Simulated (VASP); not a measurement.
The system is CaF2.

```
Ca F
1.0
     0.00000    2.75650    2.75650
     2.75650    0.00000    2.75650
     2.75650    2.75650    0.00000
Ca F
1 2
Direct
  0.00000 0.00000 0.00000
  0.75000 0.75000 0.75000
  0.25000 0.25000 0.25000
```

The cell comes from a database or a generator and needn't be the stable form of this composition.

Base run:

| Item | Value |
| --- | --- |
| Program | VASP 6.6.1 |
| Functional | PBE0 |
| Potentials or basis | VASP PAW PBE potentials, release 64 (Ca_sv, F) |
| Cutoff | 450 eV |
| k mesh | 8 × 8 × 8 |
| Occupations | gaussian, width 0.02 eV |
| Spin | no spin polarisation |

Its results: band gap on the k mesh 9.94 eV, indirect (least direct gap 10.20 eV).

Problem. The run is repeated on the same cell with these changes: functional from PBE0 to HSE06. What comes out?

Solution. Band gap on the k mesh 9.20 eV, indirect (least direct gap 9.46 eV).
